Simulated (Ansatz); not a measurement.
The system is Cu.

```
CELL_PARAMETERS angstrom
0.00000 1.80750 1.80750
1.80750 0.00000 1.80750
1.80750 1.80750 0.00000
ATOMIC_POSITIONS crystal
Cu 0.00000 0.00000 0.00000
```

Base run:

- Program: Ansatz 0.2.0
- Functional: PBEsol
- Potentials or basis: Ansatz PAW
- Cutoff: 420 eV (not typed: the program's choice for these potentials)
- k mesh: 13 × 13 × 13
- Occupations: fermi-dirac, width 0.05 eV
- Spin: no spin polarisation

Its results: band gap on the k mesh none (metal or under the smearing width); pressure -6.6 GPa.

Question: The run is repeated on the same cell with these changes: functional from PBEsol to LDA. What comes out?

Answer: Band gap on the k mesh none (metal or under the smearing width); pressure -12.7 GPa.

LDA binds more tightly than PBEsol, so the same cell stands under less pressure.

Caveats: the PAW data sets come from PBE, with cores solved anew for the run's functional, which leaves a small shift of forces and pressure.
